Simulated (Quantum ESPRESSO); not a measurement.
# ZrC (Fm-3m) in Quantum ESPRESSO: further runs

One crystal, ZrC, is run at these levels: PBE, PBEsol, LDA; tasks: single point.

All numbers are computed with Quantum ESPRESSO 7.5; they aren't measurements. Logs are shortened: lines on timing, memory, paths and dates and some standing lists are left out, and cuts for length are marked.

### Step 1. The structure

It takes space group Fm-3m (No. 225, cubic). The conventional cell has a = 4.730 Å, b = 4.730 Å, c = 4.730 Å, α = 90.00°, β = 90.00°, γ = 90.00°. Zr (site symmetry m-3m) has 6 C at 2.37 Å as nearest neighbours. Around C (site symmetry m-3m) lie 6 Zr at 2.37 Å.

### Step 2. Single point, PBE

scf.in reads:

```
&CONTROL
  calculation = 'scf'
  prefix = 'pwscf'
  outdir = './tmp'
  pseudo_dir = './pseudo'
/
&SYSTEM
  ibrav = 0
  nat = 2
  ntyp = 2
  ecutwfc = 82
  nbnd = 14
  occupations = 'smearing'
  smearing = 'fd'
  degauss = 0.00367493
  force_symmorphic = .true.
/
&ELECTRONS
  conv_thr = 4d-10
  electron_maxstep = 120
  mixing_beta = 0.5
/
ATOMIC_SPECIES
Zr    91.2240 Zr.upf
C     12.0110 C.upf
CELL_PARAMETERS angstrom
   0.0000000000    2.3650000000    2.3650000000
   2.3650000000    0.0000000000    2.3650000000
   2.3650000000    2.3650000000    0.0000000000
ATOMIC_POSITIONS crystal
Zr     0.5000000000    0.5000000000    0.5000000000
C      0.0000000000    0.0000000000    0.0000000000
K_POINTS automatic
10 10 10 0 0 0
```

nscf.in reads:

```
&CONTROL
  calculation = 'nscf'
  prefix = 'pwscf'
  outdir = './tmp'
  pseudo_dir = './pseudo'
/
&SYSTEM
  ibrav = 0
  nat = 2
  ntyp = 2
  ecutwfc = 82
  nbnd = 68
  occupations = 'smearing'
  smearing = 'fd'
  degauss = 0.00367493
  force_symmorphic = .true.
/
&ELECTRONS
  conv_thr = 1d-08
  diago_full_acc = .true.
  diago_thr_init = 1d-06
/
ATOMIC_SPECIES
Zr    91.2240 Zr.upf
C     12.0110 C.upf
CELL_PARAMETERS angstrom
   0.0000000000    2.3650000000    2.3650000000
   2.3650000000    0.0000000000    2.3650000000
   2.3650000000    2.3650000000    0.0000000000
ATOMIC_POSITIONS crystal
Zr     0.5000000000    0.5000000000    0.5000000000
C      0.0000000000    0.0000000000    0.0000000000
K_POINTS automatic
4 4 4 0 0 0
```

Potentials or basis: PseudoDojo 0.4.1 SR PBE standard.

Launch:

```
OMP_NUM_THREADS=1 pw.x -in scf.in > scf.out
OMP_NUM_THREADS=1 pw.x -in nscf.in > nscf.out
```

scf.out:

```text
This program is part of the open-source Quantum ESPRESSO suite
     for quantum simulation of materials; please cite
         "P. Giannozzi et al., J. Phys.:Condens. Matter 21 395502 (2009);
         "P. Giannozzi et al., J. Phys.:Condens. Matter 29 465901 (2017);
         "P. Giannozzi et al., J. Chem. Phys. 152 154105 (2020);
     in publications or presentations arising from this work. More details at

     Message from routine setup:
     using ibrav=0 with symmetry is DISCOURAGED, use correct ibrav instead

     G-vector sticks info
     --------------------
     sticks:   dense  smooth     PW     G-vecs:    dense   smooth      PW
     Sum         913     913    271                17933    17933    2975

     Using Slab Decomposition

     bravais-lattice index     =            0
     lattice parameter (alat)  =       6.3204  a.u.
     unit-cell volume          =     178.5336 (a.u.)^3
     number of atoms/cell      =            2
     number of atomic types    =            2
     number of electrons       =        16.00
     number of Kohn-Sham states=           14
     kinetic-energy cutoff     =      82.0000  Ry
     charge density cutoff     =     328.0000  Ry
     scf convergence threshold =      4.0E-10
     mixing beta               =       0.5000
     number of iterations used =            8  plain     mixing
     Exchange-correlation= PBE
                           (   1   4   3   4   0   0   0)

     celldm(1)=   6.320406  celldm(2)=   0.000000  celldm(3)=   0.000000
     celldm(4)=   0.000000  celldm(5)=   0.000000  celldm(6)=   0.000000

     crystal axes: (cart. coord. in units of alat)
               a(1) = (   0.000000   0.707107   0.707107 )
               a(2) = (   0.707107   0.000000   0.707107 )
               a(3) = (   0.707107   0.707107   0.000000 )

     reciprocal axes: (cart. coord. in units 2 pi/alat)
               b(1) = ( -0.707107  0.707107  0.707107 )
               b(2) = (  0.707107 -0.707107  0.707107 )
               b(3) = (  0.707107  0.707107 -0.707107 )

     PseudoPot. # 1 for Zr read from file:
     Zr.upf
     Pseudo is Norm-conserving + core correction, Zval = 12.0
     Generated using ONCVPSP code by D. R. Hamann
     Using radial grid of 1622 points,  6 beta functions with:
                l(1) =   0
                l(2) =   0
                l(3) =   1
                l(4) =   1
                l(5) =   2
                l(6) =   2

     PseudoPot. # 2 for C  read from file:
     C.upf
     Pseudo is Norm-conserving + core correction, Zval =  4.0
     Generated using ONCVPSP code by D. R. Hamann
     Using radial grid of 1248 points,  4 beta functions with:
                l(1) =   0
                l(2) =   0
                l(3) =   1
                l(4) =   1

     atomic species   valence    mass     pseudopotential
     Zr               12.00    91.22400     Zr( 1.00)
     C                 4.00    12.01100     C ( 1.00)

     48 Sym. Ops., with inversion, found

   Cartesian axes

     site n.     atom                  positions (alat units)
         1        Zr     tau(   1) = (   0.7071068   0.7071068   0.7071068  )
         2        C      tau(   2) = (   0.0000000   0.0000000   0.0000000  )

     number of k points=    47  Fermi-Dirac smearing, width (Ry)=  0.0037
                       cart. coord. in units 2pi/alat
        k(    1) = (   0.0000000   0.0000000   0.0000000), wk =   0.0020000
        k(    2) = (   0.0707107   0.0707107  -0.0707107), wk =   0.0160000
        k(    3) = (   0.1414214   0.1414214  -0.1414214), wk =   0.0160000
        k(    4) = (   0.2121320   0.2121320  -0.2121320), wk =   0.0160000
        k(    5) = (   0.2828427   0.2828427  -0.2828427), wk =   0.0160000
        k(    6) = (  -0.3535534  -0.3535534   0.3535534), wk =   0.0080000
[... 39 lines left out ...]
        k(   46) = (  -0.0707107  -0.3535534   0.6363961), wk =   0.0480000
        k(   47) = (  -0.7071068   0.2828427   0.0000000), wk =   0.0240000

     Dense  grid:    17933 G-vectors     FFT dimensions: (  40,  40,  40)

     Initial potential from superposition of free atoms

     starting charge      15.9976, renormalised to      16.0000
     Starting wfcs are   14 randomized atomic wfcs

     Self-consistent Calculation

     iteration #  1     ecut=    82.00 Ry     beta= 0.50
     Davidson diagonalization with overlap
     ethr =  1.00E-02,  avg # of iterations =  3.4

     total energy              =    -113.16439722 Ry
     estimated scf accuracy    <       0.62520345 Ry

     iteration #  2     ecut=    82.00 Ry     beta= 0.50
     Davidson diagonalization with overlap
     ethr =  3.91E-03,  avg # of iterations =  2.1

     total energy              =    -113.34741186 Ry
     estimated scf accuracy    <       0.41898612 Ry

     iteration #  3     ecut=    82.00 Ry     beta= 0.50
     Davidson diagonalization with overlap
     ethr =  2.62E-03,  avg # of iterations =  1.2

     total energy              =    -113.41458171 Ry
     estimated scf accuracy    <       0.00383465 Ry

     iteration #  4     ecut=    82.00 Ry     beta= 0.50
     Davidson diagonalization with overlap
     ethr =  2.40E-05,  avg # of iterations =  3.2

     total energy              =    -113.41562473 Ry
     estimated scf accuracy    <       0.00085789 Ry

     iteration #  5     ecut=    82.00 Ry     beta= 0.50
     Davidson diagonalization with overlap
     ethr =  5.36E-06,  avg # of iterations =  2.0
[... 29 lines left out ...]
     total energy              =    -113.41569219 Ry
     estimated scf accuracy    <          8.1E-09 Ry

     iteration # 10     ecut=    82.00 Ry     beta= 0.50
     Davidson diagonalization with overlap
     ethr =  5.08E-11,  avg # of iterations =  2.8

     total energy              =    -113.41569219 Ry
     estimated scf accuracy    <          4.7E-10 Ry

     iteration # 11     ecut=    82.00 Ry     beta= 0.50
     Davidson diagonalization with overlap
     ethr =  2.92E-12,  avg # of iterations =  2.0

     total energy              =    -113.41569219 Ry
     estimated scf accuracy    <          4.5E-10 Ry

     iteration # 12     ecut=    82.00 Ry     beta= 0.50
     Davidson diagonalization with overlap
     ethr =  2.82E-12,  avg # of iterations =  2.0

     End of self-consistent calculation

          k = 0.0000 0.0000 0.0000 (  2229 PWs)   bands (ev):

   -33.5275 -11.2525 -11.2525 -11.2525   3.4155  15.6012  15.6012  15.6012
    15.7493  15.7493  15.7493  17.4249  17.4249  21.7509

          k = 0.0707 0.0707-0.0707 (  2205 PWs)   bands (ev):

   -33.5188 -11.3338 -11.2597 -11.2597   3.6339  14.3094  14.6035  14.6035
    16.1142  16.1142  16.5482  18.5142  18.5142  22.2245

          k = 0.1414 0.1414-0.1414 (  2220 PWs)   bands (ev):

   -33.4956 -11.5407 -11.2784 -11.2784   4.2356  12.7314  13.4319  13.4319
    16.7501  16.7501  17.1074  20.3522  20.3522  23.1910

          k = 0.2121 0.2121-0.2121 (  2229 PWs)   bands (ev):

   -33.4669 -11.7857 -11.3014 -11.3014   5.0808  11.2247  12.5315  12.5315
    17.6688  17.6688  17.7950  22.2444  22.2444  23.5202

          k = 0.2828 0.2828-0.2828 (  2235 PWs)   bands (ev):

   -33.4435 -11.9763 -11.3198 -11.3198   5.9520   9.9947  11.9750  11.9750
    18.6129  18.6129  18.8467  22.3795  23.8378  23.8378

          k =-0.3536-0.3536 0.3536 (  2252 PWs)   bands (ev):

   -33.4345 -12.0474 -11.3268 -11.3268   6.4001   9.4353  11.7873  11.7873
    19.0560  19.0560  19.8692  21.1435  24.5653  24.5653

          k = 0.1414-0.0000 0.0000 (  2213 PWs)   bands (ev):
[... 99 lines left out ...]
          k =-0.0000-0.4243 0.4243 (  2247 PWs)   bands (ev):

   -33.4185 -11.8176 -11.6691 -11.3750   5.6705  10.6453  12.3014  12.3104
    18.1710  18.4632  19.3937  21.1503  24.0537  25.5399

          k = 0.5657-0.0000 0.0000 (  2249 PWs)   bands (ev):

   -33.4159 -11.8792 -11.4923 -11.4923   4.7026  12.0040  13.1556  14.5619
    14.5619  18.8352  20.1859  20.1859  22.3534  25.4940

          k =-0.0707-0.6364 0.6364 (  2245 PWs)   bands (ev):

   -33.4069 -11.9048 -11.5441 -11.4995   4.7351  12.3373  12.7676  14.2531
    14.9082  19.5645  20.1047  20.1580  22.4544  25.2376

          k = 0.0000-0.5657 0.5657 (  2249 PWs)   bands (ev):

   -33.4050 -11.8588 -11.6438 -11.4730   4.9991  12.0592  12.4193  13.4964
    15.6221  19.6913  20.0405  21.0435  22.1622  26.0423

          k =-0.7071 0.0000 0.0000 (  2232 PWs)   bands (ev):

   -33.4040 -11.9351 -11.5173 -11.5173   4.5923  12.5658  12.9629  14.7035
    14.7035  19.0173  20.1838  20.1838  22.4118  24.8753

          k = 0.2828 0.1414 0.0000 (  2232 PWs)   bands (ev):

   -33.4773 -11.6071 -11.3759 -11.3018   4.5936  11.7398  13.3212  13.4006
    15.8311  18.1358  18.3390  19.2844  21.6172  24.4742

          k = 0.3536 0.2121-0.0707 (  2225 PWs)   bands (ev):

   -33.4522 -11.7748 -11.4339 -11.3259   5.1938  10.9870  12.5045  12.8631
    16.4597  18.6355  19.2138  20.4698  22.8384  24.8434

          k =-0.2828-0.4243 0.5657 (  2232 PWs)   bands (ev):

   -33.4318 -11.9137 -11.4625 -11.3563   5.7301  10.3745  12.0970  12.4017
    17.3107  19.0550  19.5954  21.9132  23.1666  24.8121

          k =-0.2121-0.3536 0.4950 (  2240 PWs)   bands (ev):

   -33.4239 -11.9666 -11.4695 -11.3710   5.9551  10.1190  12.0709  12.1428
    18.1501  18.6633  19.7147  22.5519  23.6722  24.2779

          k = 0.4243 0.1414-0.0000 (  2237 PWs)   bands (ev):

   -33.4427 -11.7653 -11.4625 -11.3944   5.0046  11.1864  13.0040  13.3662
    15.4727  19.0302  19.6273  20.0448  22.2298  25.8904

          k =-0.2121-0.4950 0.6364 (  2244 PWs)   bands (ev):

   -33.4241 -11.8476 -11.5317 -11.4225   5.2901  11.1327  12.4471  12.9104
    16.2056  19.4450  19.8968  20.7909  22.9012  25.7207

          k =-0.1414-0.4243 0.5657 (  2246 PWs)   bands (ev):
[... 9 lines left out ...]
          k = 0.0000-0.2828 0.4243 (  2246 PWs)   bands (ev):

   -33.4318 -11.8198 -11.5557 -11.3579   5.5075  10.7421  12.3308  12.4881
    17.1294  19.2648  19.3766  20.5571  23.5633  25.2340

          k =-0.1414-0.5657 0.7071 (  2238 PWs)   bands (ev):

   -33.4146 -11.8647 -11.5320 -11.4858   4.9180  11.8650  12.7476  13.5650
    15.4291  19.6017  20.1051  20.1573  22.5967  25.7249

          k =-0.0707-0.4950 0.6364 (  2236 PWs)   bands (ev):

   -33.4068 -11.8474 -11.6230 -11.4915   5.0910  11.9584  12.4045  13.0363
    16.1604  19.3696  20.1277  20.9324  22.3299  26.2271

          k = 0.0000-0.4243 0.5657 (  2240 PWs)   bands (ev):

   -33.4079 -11.7596 -11.7446 -11.4548   5.3661  11.3838  12.3199  12.6679
    17.1118  18.6818  20.0072  21.6686  22.3533  27.2217

          k =-0.7071 0.1414 0.0000 (  2242 PWs)   bands (ev):

   -33.4039 -11.8964 -11.5584 -11.5245   4.7982  12.4851  12.6508  13.6083
    15.4825  19.8412  19.9693  20.1870  22.3297  25.5594

          k =-0.1414-0.4243 0.7071 (  2242 PWs)   bands (ev):

   -33.4116 -11.8206 -11.6348 -11.4682   5.3315  11.4276  12.3838  12.5754
    17.0379  18.8105  20.0832  20.9386  22.8275  26.3740

          k =-0.0707-0.3536 0.6364 (  2244 PWs)   bands (ev):

   -33.4067 -11.7836 -11.6925 -11.4943   5.3475  11.5523  12.3074  12.5310
    17.8679  17.9046  20.1275  21.7547  21.9216  27.1083

          k =-0.7071 0.2828 0.0000 (  2226 PWs)   bands (ev):

   -33.4038 -11.7938 -11.6648 -11.5360   5.1804  12.2723  12.3484  12.3612
    17.0439  18.6995  20.1922  21.1198  21.8917  27.4754

     the Fermi energy is    14.6745 ev

!    total energy              =    -113.41569219 Ry
     estimated scf accuracy    <          4.2E-11 Ry
     smearing contrib. (-TS)   =      -0.00018940 Ry
     internal energy E=F+TS    =    -113.41550279 Ry

     The total energy is F=E-TS. E is the sum of the following terms:
     one-electron contribution =      -8.07567323 Ry
     hartree contribution      =      12.75130570 Ry
     xc contribution           =     -24.31687361 Ry
     ewald contribution        =     -93.77426165 Ry

     convergence has been achieved in  12 iterations

=------------------------------------------------------------------------------=
   JOB DONE.
=------------------------------------------------------------------------------=
```

Run time: 30 s. Hardware: 1 thread of Arm Neoverse V2, shared host; peak memory 0.06 GiB.

Results:

```
Band gap on the k mesh, mean-field level : none (metal or under the smearing width)
```

Caveat: the k mesh is coarse (spacing up to 0.58 Å⁻¹), so the values aren't converged.

### Step 3. Single point, PBEsol

scf.in is that of step 2.

nscf.in: that of step 2 with these lines changed.

```diff
@@ -11,3 +11,3 @@
   ecutwfc = 82
-  nbnd = 68
+  nbnd = 158
   occupations = 'smearing'
@@ -33,2 +33,2 @@
 K_POINTS automatic
-4 4 4 0 0 0
+6 6 6 0 0 0
```

Potentials or basis: PseudoDojo 0.4.1 SR PBEsol standard.

Launch:

```
OMP_NUM_THREADS=1 pw.x -in scf.in > scf.out
OMP_NUM_THREADS=1 pw.x -in nscf.in > nscf.out
```

It took 67 s on 1 thread of Arm Neoverse V2, shared host; peak memory 0.06 GiB.

The run converged. Its results:

```
Band gap on the k mesh, mean-field level : none (metal or under the smearing width)
```

Levels at points of the mesh, in eV from the Fermi level:
```csv
k point,band 6,band 7,band 8,band 9,band 10,band 11
"(0.00, 0.00, 0.00)",1.03,1.03,1.03,1.12,1.12,1.12
"(0.00, 0.00, -0.50)",-5.20,-2.82,-2.82,4.46,4.46,5.28
"(0.00, -0.50, -0.50)",-2.03,-1.69,0.12,0.12,4.44,5.60
```

Caveat: the k mesh is coarse (spacing up to 0.38 Å⁻¹), so the values aren't converged.

### Step 4. Single point, LDA

scf.in is that of step 3.

nscf.in is that of step 3.

Potentials or basis: PseudoDojo 0.4.1 SR LDA standard.

Launch:

```
OMP_NUM_THREADS=1 pw.x -in scf.in > scf.out
OMP_NUM_THREADS=1 pw.x -in nscf.in > nscf.out
```

Wall time 81 s (1 thread of Arm Neoverse V1, shared host); peak memory 0.06 GiB.

The run converged. Its results:

- Band gap on the k mesh, mean-field level: none (metal or under the smearing width)

Levels at points of the mesh, in eV from the Fermi level:
```csv
k point,band 5,band 6,band 7,band 8,band 9,band 10,band 11,band 12
"(0.00, 0.00, 0.00)",-11.04,1.02,1.02,1.02,1.10,1.10,1.10,2.82
"(0.00, 0.00, -0.50)",-7.98,-5.18,-2.81,-2.81,4.42,4.42,5.23,6.58
"(0.00, -0.50, -0.50)",-9.83,-1.99,-1.68,0.12,0.12,4.43,5.56,5.56
```

Caveat: the k mesh is coarse (spacing up to 0.38 Å⁻¹), so the values aren't converged.

### Step 5. The runs side by side

| level | potentials or basis | k mesh | form of the LDA | gap on the mesh (eV) |
| --- | --- | --- | --- | --- |
| PBE | PseudoDojo 0.4.1 SR PBE standard | 4 × 4 × 4 | - | none |
| PBEsol | PseudoDojo 0.4.1 SR PBEsol standard | 6 × 6 × 6 | - | none |
| LDA | PseudoDojo 0.4.1 SR LDA standard | 6 × 6 × 6 | PW92 | none |

Alike in all rows: task single point; no spin polarisation; cell as given; cutoff (eV) 1116; smearing fermi-dirac 0.05 eV; the mesh is coarse, so values aren't converged.

Caveats: all runs use coarse meshes.

Total energies depend on the potentials used, so only differences within one code and one set of settings carry meaning.
